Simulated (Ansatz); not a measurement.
All numbers below come from Ansatz, DFT PBE, scalar-relativistic, plane waves, PAW. Cutoff 420 eV, Γ-centred 8×8×8 mesh (2-atom cell), Gaussian smearing of 0.02 eV, no spin polarisation.

Formation energies are uncorrected and refer to the elements' standard structures at the same level.

Problem. Give a relaxed trial structure of a cubic semiconductor with formula MgS, with a gap near 2.8 eV, a formation energy near −1.44 eV/atom and a density near 2.62 g/cm³, in a cell of 2 atoms. Its symmetry should be Fm-3m (No. 225).

Solution. MgS, space group Fm-3m (No. 225). Around Mg lie 6 S at 2.61 Å; around S lie 6 Mg at 2.61 Å.

```xyz
2
Lattice="0.0000 2.6147 2.6147 2.6147 0.0000 2.6147 2.6147 2.6147 0.0000" Properties=species:S:1:pos:R:3 pbc="T T T"
Mg    2.6147    2.6147    2.6147
S     0.0000    0.0000    0.0000
```

* Volume per atom: 17.88 Å³
* Density: 2.62 g/cm³
* Formation energy: −1.444 eV/atom
* Gap on the 8×8×8 mesh of the 2-atom cell: 2.76 eV

It comes from a database structure that was distorted and then relaxed. The answer needn't be unique; the calculation gave this one.

Kohn–Sham gaps at this level usually fall short of measured ones. The reference form of S is held partly by dispersion forces, which this level lacks. A later test with randomly moved atoms came back to the same energy, though modes that don't fit the test's cell weren't probed.
